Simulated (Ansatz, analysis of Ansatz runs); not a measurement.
# A defect in a sheet: C_As in monolayer As

We look for the structure, spin, formation energy and gap states of neutral C_As in monolayer As. Model: a cell of 18 host atoms with 1 As taken out and 1 C put in.

Program: Ansatz 0.2.0. Level of theory: plane-wave PAW DFT, PBE; supercells relaxed in a periodic cell with vacuum, the primitive cell and the final single points with the Coulomb interaction cut along the normal. Results are calculated unless marked as measured.

The database entry behind the starting cell differs from later determinations by our own check (old inner coordinate), so it need not match the best structure at ambient conditions.

## 1. Starting point

The cell holds 18 atoms: 17 As and 1 C. Its edges and angles: a = 10.816 Å, b = 10.816 Å, c = 30.000 Å, α = 90.0°, β = 90.0°, γ = 120.0°. It derives from As (As monolayer (from R-3m)), repeated 3×3×1. Vacuum lies along c. Nearest the centre at fractional (0.444, 0.556, 0.523): C10 at 0.00 Å, As11 at 2.50 Å, As17 at 2.50 Å, As9 at 2.50 Å, As12 at 3.61 Å, As4 at 3.61 Å, As18 at 3.61 Å, As2 at 3.61 Å.

As a file:

```xyz
18
Lattice="10.8164 0.0000 0.0000 -5.4082 9.3673 0.0000 0.0000 0.0000 30.0000" Properties=species:S:1:pos:R:3
As    0.0000    0.0000   14.3047
As    0.0000    2.0816   15.6953
As   -1.8027    3.1224   14.3047
As   -1.8027    5.2041   15.6953
As   -3.6055    6.2449   14.3047
As   -3.6055    8.3265   15.6953
As    3.6055    0.0000   14.3047
As    3.6055    2.0816   15.6953
As    1.8027    3.1224   14.3047
C     1.8027    5.2041   15.6953
As    0.0000    6.2449   14.3047
As    0.0000    8.3265   15.6953
As    7.2110    0.0000   14.3047
As    7.2110    2.0816   15.6953
As    5.4082    3.1224   14.3047
As    5.4082    5.2041   15.6953
As    3.6055    6.2449   14.3047
As    3.6055    8.3265   15.6953
```

The cell's shortest repeat is 10.8 Å.

## 2. The perfect sheet

One layer is cut from the bulk crystal and relaxed, atoms and in-plane cell, with the Coulomb interaction cut along the normal so that the layer doesn't feel its images.

cell/input.yaml

```yaml
crystal:
  lattice:
    - [3.761594, 0.0, 0.0]
    - [-1.880797, 3.257636, 0.0]
    - [0.0, 0.0, 25.251006]
  atoms:
    - { symbol: As, position: [0.0, 0.0, 0.4752286] }
    - { symbol: As, position: [0.3333333, 0.6666667, 0.5247714] }
  periodic: [true, true, false]
basis:
  ecutwfc: 420
  xc_grid: 2
hamiltonian:
  xc: pbe
kpoints:
  mp_grid: { grid: [10, 10, 1] }
scf:
  occupations: { method: fermi_dirac, width: 0.02 }
  max_iter: 100
relax:
  f_tol: 0.005
  max_steps: 60
  cell: {}
output:
  forces: true
checkpoint:
  write: "../cell.run"
  compress: false
  write_wavefunctions: false
  write_every: 100000
```

Launch:

```
ansatz run input.yaml --threads 4 --pin off --max-ram 15073MiB --backend cpu --events-out ev --progress --plain --runs-dir out
```

Numbers of over 12 decimals in the logs are rounded to 6 here.

What it wrote:

```text
[... repeated set-up lines and file paths are left out, and long positions are rounded to six places ...]
Warning: crystal.periodic: the lattice vector that does not repeat stood 0.000° off the slab's normal, 25.251 Å along it as the deck builds it. [...]
crystal.periodic: the lattice vector that does not repeat stood 0.000° off the slab's normal, 25.251 Å along it as the deck builds it. [...]
Engine: ansatz 0.2.0, aarch64-unknown-linux-gnu
Pseudopotentials: kind: paw
Pseudopotential: As, paw, valence charge 15, recommended cutoff 420 eV (normal), As.paw.azcp
Functional definition: PBE
  parameter kappa = 0.804
  parameter beta = 0.066725
  exchange = pbe_x(kappa = kappa, mu = beta*pi^2/3)
  correlation = pbe_c(beta = beta)
Crystal: 2 atoms, lattice volume = 322.302 Å³
Basis set: ecut = 420 eV, 6315 PW (Γ), exchange–correlation on 54×54×360 points (8 copies of the dense FFT grid, shifted against one another)
Bands: 19, of which v1, the nominal top of the filled ones, is band 15 counted from 1 (14 counted from 0)
Symmetry: 12 space group operations
Space group: P-3m1 (ITA 164), of the structure as read, at distance tolerance 6.9e-5 Å
k-points: 14 of 100
Non-local potential: As, projectors of the file, l = 0: 2, l = 1: 2, l = 2: 3, l = 3: 1
PAW form: soft (Blöchl's): semilocal exchange-correlation on the pseudo side does not see the compensation charge
PAW one-centre angular grid: As, 590 points (default); XC on 64 Gauss nodes
Initial density: superposition of atomic densities (neutral atoms: chi_scale 0, normalization atom), corrected by the library's trained network
Initial wavefunctions: pseudopotential atomic-orbital guess
Functional: x = pbe(κ = 0.804, μ = 0.219515), c = pbe(β = 0.066725)
SCF iter   1: F=—  HF=-9712.139318 eV  |F-HF|=—  |Δ(HF+E_count)|=         —  Δρ=5.92e-4  dr2=4.44e-3  ethr=1.77e-3  ⟨swp⟩=10.8  Hψ=1744  notcnv=0
preconditioner: auto → none  [insulator: Δε(μ)=0.762 eV  Ē_g=9.344 eV  σ=0.020 eV  W_gap=1.00  n_scr=14 (ndim 8)  ℏωp=6.5 eV  f_vac=0.800  D(μ)=0.00/eV (n_scr^D=0)  ε∞_Penn≈1.5]
SCF iter   2: F=—  HF=-9712.136751 eV  |F-HF|=—  |Δ(HF+E_count)|=   2.57e-3  Δρ=3.09e-4  dr2=3.43e-4  ethr=1.48e-5  ⟨swp⟩=3.5  Hψ=629  notcnv=0
SCF iter   3: F=—  HF=-9712.136877 eV  |F-HF|=—  |Δ(HF+E_count)|=   1.26e-4  Δρ=1.32e-4  dr2=4.84e-5  ethr=1.14e-6  ⟨swp⟩=3.2  Hψ=448  notcnv=0
SCF iter   4: F=—  HF=-9712.136964 eV  |F-HF|=—  |Δ(HF+E_count)|=   8.78e-5  Δρ=2.21e-5  dr2=1.17e-6  ethr=1.61e-7  ⟨swp⟩=3.1  Hψ=450  notcnv=0
iter 5 did not close the SCF: its close was put off for the readings that it lacked (scf_convergence_deferred on its scf_iter line)
[...]
relax step   2: F+E_penalty+E_count = -9712.07215504 eV  Δ(F+E_penalty+E_count) = +6.481e-2 eV  max|allowed force component| = 2.054e0 eV/Å  Δτ_max = 0.1624 Å  P = -0.959 N/m  Ω = 294.641 Å³  energy of the carried Pulay correction = +5.685e-4 eV  fix = [c, alpha, beta]  (7 SCF iters, dr2 threshold 2.00e-7 eV, rejected (line search))
[...]
relax step   5: F+E_penalty+E_count = -9712.26866903 eV  Δ(F+E_penalty+E_count) = -5.260e-3 eV  max|allowed force component| = 1.841e-2 eV/Å  Δτ_max = 0.0039 Å  P = -0.081 N/m  Ω = 296.790 Å³  energy of the carried Pulay correction = +5.225e-4 eV  fix = [c, alpha, beta]  reactions: c -0.000 N/m  (4 SCF iters, dr2 threshold 2.00e-7 eV, accepted)
[...]
relax step   7: F+E_penalty+E_count = -9712.26831548 eV  Δ(F+E_penalty+E_count) = +4.360e-4 eV  max|allowed force component| = 1.004e-3 eV/Å  Δτ_max = 0.0000 Å  P = -0.000 N/m  Ω = 296.105 Å³  fix = [c, alpha, beta]  reactions: c -0.000 N/m  stress off target by 5.75e-5 N/m on what of the cell is left free  SCF on the basis re-selected at this cell (its energy is not comparable with the rows above)  (6 SCF iters)
basis re-selected at this cell: Δ(F+E_penalty+E_count) = +4.360e-4 eV, ΔP = -0.003 N/m vs the last step (what re-selecting the basis moved, of the pressure what is left beyond the Pulay correction that the steps carried, after the strain that the cell walked [...]
SCF converged after 6 iterations
Free energy (F): -9712.268315 eV
Harris-Foulkes:  -9712.268315 eV  (|F-HF|=3.82e-11)
Internal energy: -9712.268315 eV  (E = F + TS)
E sigma→0 (E₀):  -9712.268315 eV
Fermi energy:    -4.567433 eV
--- Per-component energies (eV) ---
  E_band       = -914.330547
  E_kinetic    = 203.915177
  E_local      = -44077.820798  (includes V_loc(G=0)·N_el)
  E_nonlocal   = -1341.469014
  E_hartree    = 21996.084486
  E_xc         = -157.598887
  E_vxc        = -157.145219  (∫ρ·V_xc dr)
  E_paw        = -3669.150560  (= ΣΔE_a)
  E_vpaw       = 466.020288  (= ΣTr[D̂ρ^β])
  E_aug_tail   = 0.000014  (compensation charges beyond the density's cutoff)
  E_ewald      = 17333.771267
  E_smearing   = -0.000000  (= −TS)
  E_closure    = 0.000000  (closes the sum)
  Σ components = -9712.268315   (vs F -9712.268315, Δ=0.00e0)
--- Forces (eV/Å), atoms counted from 1 ---
  atom   1  As    -0.00000000    -0.00000000    -0.00100425
  atom   2  As     0.00000000     0.00000000     0.00100425
  max |Σ_I F_I| component: 1.16e-18 eV/Å
--- 2D stress c σ (N/m, compression-positive) ---
       -0.000058      -0.000000      -0.000000
       -0.000000      -0.000058      -0.000000
       -0.000000      -0.000000      -0.000000
  P = ½ c Tr σ = -0.0001 N/m
--- Relaxed structure (6 steps of the walk, 5 accepted, 1 SCFs on fresh bases) ---
  F+E_penalty+E_count = -9712.26831548 eV   max|allowed force component| = 1.004e-3 eV/Å   (the final SCF, on the basis selected at the relaxed cell)
  cell:  # Å, volume = 296.1053 Å³
    - [3.605482, 0, 0]
    - [-1.802741, 3.122439, 0]
    - [0, 0, 26.302011]
  atoms:
    - { symbol: As, position: [-4.369436500337528e-17, -5.551115453998028e-17, 0.453584] }
    - { symbol: As, position: [0.333333, 0.666667, 0.506457] }
```

Elapsed: 7.4 s, on 4 threads of Arm Neoverse V2, shared host; peak memory 0.63 GiB; 25 s of CPU time.

The in-plane vectors went from 3.762 and 3.762 Å, as in the bulk, to 3.605 and 3.605 Å; the layer is 1.39 Å thick between its outer atoms.

## 3. Does the sheet stay flat and symmetric?

The defect-free supercell is relaxed from atoms displaced by 0.08 Å at random. A buckling or a charge-density wave of the sheet itself would otherwise be counted to the defect.

pristine.relax/input.yaml

```yaml
crystal:
  lattice:
    - [10.8164460205, 0.0, 0.0]
    - [-5.4082230102, 9.3673170324, 0.0]
    - [0.0, 0.0, 13.0]
  atoms:
    - { symbol: As, position: [0.0, 0.0, 0.4465128803] }
    - { symbol: As, position: [0.1111111111, 0.2222222222, 0.5534871197] }
    - { symbol: As, position: [0.0, 0.3333333333, 0.4465128803] }
    - { symbol: As, position: [0.1111111111, 0.5555555556, 0.5534871197] }
[... 8 atom lines left out ...]
    - { symbol: As, position: [0.6666666667, 0.0, 0.4465128803] }
    - { symbol: As, position: [0.7777777778, 0.2222222222, 0.5534871197] }
    - { symbol: As, position: [0.6666666667, 0.3333333333, 0.4465128803] }
    - { symbol: As, position: [0.7777777778, 0.5555555556, 0.5534871197] }
    - { symbol: As, position: [0.6666666667, 0.6666666667, 0.4465128803] }
    - { symbol: As, position: [0.7777777778, 0.8888888889, 0.5534871197] }
basis:
  ecutwfc: 420
  xc_grid: 2
hamiltonian:
  xc: pbe
kpoints:
  mp_grid: { grid: [2, 2, 1] }
scf:
  occupations: { method: fermi_dirac, width: 0.01 }
  max_iter: 100
output:
  forces: true
relax:
  f_tol: 0.015
  max_steps: 100
  random_displacement: { amplitude: 0.08, seed: 162 }
```

What it wrote:

```text
[...]
Crystal: 18 atoms, lattice volume = 1317.174 Å³
Basis set: ecut = 420 eV, 25795 PW (Γ), exchange–correlation on 150×150×180 points (8 copies of the dense FFT grid, shifted against one another)
Bands: 162, of which v1, the nominal top of the filled ones, is band 135 counted from 1 (134 counted from 0)
Symmetry: 1 space group operations
k-points: 4
[...]
SCF iter   1: F=—  HF=-87409.658444 eV  |F-HF|=—  |Δ(HF+E_count)|=         —  Δρ=9.42e-4  dr2=1.28e-2  ethr=1.77e-3  ⟨swp⟩=6.2  Hψ=2423  notcnv=0  defer=1
[...]
SCF iter   7: F=-87409.669024 eV  HF=-87409.669025 eV  |F-HF|=3.70e-7  |Δ(HF+E_count)|=   2.55e-6  Δρ=6.60e-6  dr2=1.02e-6  ethr=2.08e-9  ⟨swp⟩=4.0  Hψ=1898  notcnv=0
SCF 1 converged in 7 iterations: F = -87409.669024 eV  dr2 = 1.02e-6
[...]
atom  16  As     0.00009439     0.00019022    -0.00014366
  atom  17  As     0.00005996    -0.00039129     0.00054911
  atom  18  As     0.00012570     0.00005779    -0.00052785
  max |Σ_I F_I| component: 4.22e-5 eV/Å
--- Relaxed structure (5 steps of the walk, 5 accepted, 0 SCFs on fresh bases) ---
  F+E_penalty+E_count = -87410.21367308 eV   max|allowed force component| = 1.648e-3 eV/Å
  atoms:
    - { symbol: As, position: [-9.999919822809445e-5, 0.000626, 0.447048] }
    - { symbol: As, position: [0.111116, 0.222936, 0.553749] }
    - { symbol: As, position: [-0.000102, 0.334029, 0.447049] }
    - { symbol: As, position: [0.110989, 0.556179, 0.553935] }
    - { symbol: As, position: [-4.203570460992179e-6, 0.667413, 0.447134] }
    - { symbol: As, position: [0.111026, 0.889626, 0.553956] }
    - { symbol: As, position: [0.333213, 0.000586, 0.447108] }
    - { symbol: As, position: [0.444435, 0.223024, 0.553666] }
[...]
- { symbol: As, position: [0.666677, 0.334001, 0.446889] }
    - { symbol: As, position: [0.777631, 0.556163, 0.553769] }
    - { symbol: As, position: [0.666618, 0.667384, 0.446975] }
    - { symbol: As, position: [0.777691, 0.889519, 0.553877] }
[key lines of the parts left out:]
SCF converged after 6 iterations
Free energy (F): -87410.213673 eV
Fermi energy:    -0.105219 eV
```

Elapsed: 41 s, on 4 threads; peak memory 3.7 GiB.

A first try of the k-points missed the dense mesh's energy by 244 meV an atom, so the mesh was refined. At a 2×2×1 Γ-centred mesh the symmetric supercell lies within 12 meV an atom of the primitive cell's dense mesh.

It returns to the energy of the symmetric cell, so the symmetric sheet is kept as the host.

## 4. Band edges against the vacuum level

With the interaction cut along the normal, the potential far from the sheet is the zero of energy, so band edges and defect states of different cells share one scale, as long as a cell has no dipole along the normal.

host/input.yaml

```yaml
crystal:
  lattice:
    - [3.6054820068, 0.0, 0.0]
    - [-1.8027410034, 3.1224390108, 0.0]
    - [0.0, 0.0, 30.0]
  atoms:
    - { symbol: As, position: [0.0, 0.0, 0.4768222481] }
    - { symbol: As, position: [0.3333333333, 0.6666666667, 0.5231777519] }
  periodic: [true, true, false]
basis:
  ecutwfc: 420
  xc_grid: 2
hamiltonian:
  xc: pbe
kpoints:
  mp_grid: { grid: [6, 6, 1] }
  band_path: { path: [VBM, CBM], npoints: 1 }
scf:
  occupations: { method: fixed }
  max_iter: 100
output:
  forces: true
  eigenvalues: true
  write_potential: true
  volumetric_format: npy
```

What it wrote:

```text
[...]
Crystal: 2 atoms, lattice volume = 337.737 Å³
Basis set: ecut = 420 eV, 6533 PW (Γ), exchange–correlation on 50×50×432 points (8 copies of the dense FFT grid, shifted against one another)
Bands: 19, of which v1, the nominal top of the filled ones, is band 15 counted from 1 (14 counted from 0)
Symmetry: 12 space group operations
[...]
k-points: 7 of 36
[...]
SCF iter   1: F=—  HF=-9712.245829 eV  |F-HF|=—  |Δ(HF+E_count)|=         —  Δρ=5.93e-4  dr2=1.43e-3  ethr=1.77e-3  ⟨swp⟩=6.7  Hψ=604  notcnv=0  defer=10
[...]
SCF iter   6: F=-9712.245866 eV  HF=-9712.245866 eV  |F-HF|=6.16e-9  |Δ(HF+E_count)|=   3.22e-8  Δρ=1.01e-6  dr2=2.87e-9  ethr=7.68e-11  ⟨swp⟩=21.3  Hψ=1419  notcnv=0
SCF 1 converged in 6 iterations: F = -9712.245866 eV  dr2 = 2.87e-9
[...]
NSCF: frozen V_eff on 7 k-points
[...]
SCF converged after 6 iterations
Free energy (F): -9712.245866 eV
[...]
Internal energy: -9712.245866 eV  (E = F + TS)
E sigma→0 (E₀):  -9712.245866 eV
Fermi energy:    -5.352908 eV
[...]
--- Forces (eV/Å), atoms counted from 1 ---
  atom   1  As     0.00000000     0.00000000     0.02833904
  atom   2  As    -0.00000000    -0.00000000    -0.02833904
  max |Σ_I F_I| component: 5.78e-19 eV/Å
--- Band table (eV; the first three rows and the last of 7) ---
[...]
[... further k-points left out ...]
  ° read free of the cell's end (the report's vacuum.weakly_bound_levels)
```

The job ended after 2.3 s (4 threads; peak memory 0.6 GiB).

In the SCF lines HF is the Harris–Foulkes energy and dr2 the Hartree energy of the density residual, in eV; the loop may stop once dr2 is under the threshold and the program's other checks hold. Hψ counts applications of the Hamiltonian.

The band edges were searched for over the zone, on the density of this mesh. The valence top lies 5.35 eV and the conduction bottom 3.73 eV below the vacuum level: a gap of 1.62 eV.

(Part 1 of 3 ends here.)

[Logs are printed without paths, hosts, clocks, repeated set-up lines and the standing remarks that a program may print on its own settings, such as how far it seeks lower states.]

[Hosts, paths, dates, database ids (printed as entryN), source tags and the programs' standing remarks are cut or masked in the printed files.]

[Maps of the electrostatic potential energy from Ansatz leave out the sawtooth potential of an applied field or a dipole correction, so their vacuum need not be flat.]
